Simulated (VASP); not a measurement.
A run of VASP 6.6.1:

The input INCAR:

```
SYSTEM = BeTe
ALGO     = Fast           ! electronic algorithm
EDIFF    = 1E-8           ! SCF threshold, eV
ENCUT    = 520            ! plane-wave cutoff, eV
GGA      = PE             ! functional
IBRION   = 8              ! ionic algorithm
ISIF     = 2              ! what is computed and relaxed
ISMEAR   = -1             ! smearing method
LASPH    = .TRUE.         ! aspherical terms in the spheres
LCHARG   = .FALSE.        ! write CHGCAR
LEPSILON = .TRUE.         ! dielectric tensor by DFPT
LREAL    = .FALSE.        ! projectors in reciprocal space
LWAVE    = .FALSE.        ! write WAVECAR
NELM     = 80             ! most SCF steps
PREC     = Accurate       ! precision mode
SIGMA    = 0.05           ! smearing width, eV
```

The input KPOINTS:

```
k-points
0
G
  8 8 8
  0 0 0
```

The input POSCAR:

```
BeTe
1.0
    0.0000000000      2.7700000000      2.7700000000
    2.7700000000      0.0000000000      2.7700000000
    2.7700000000      2.7700000000      0.0000000000
Te Be
1 1
Direct
    0.7500000000      0.7500000000      0.7500000000
    0.0000000000      0.0000000000      0.0000000000
```

Potentials or basis: VASP PAW PBE potentials, release 64 (Te, Be).

Run with:

```sh
$ cat potpaw_PBE.64/Te/POTCAR potpaw_PBE.64/Be/POTCAR > POTCAR
$ mpirun -np 1 vasp_std > vasp.out
```

Hardware: 1 thread of Intel(R) Xeon(R) 6975P-C (Granite Rapids) (shared host).

Problem. How long does it take, and how much memory?

Solution. Run time: 2.3 min on 1 thread of Intel(R) Xeon(R) 6975P-C (Granite Rapids) (shared host), peak memory 0.25 GiB. Counts: scf iterations 139, k points 29.
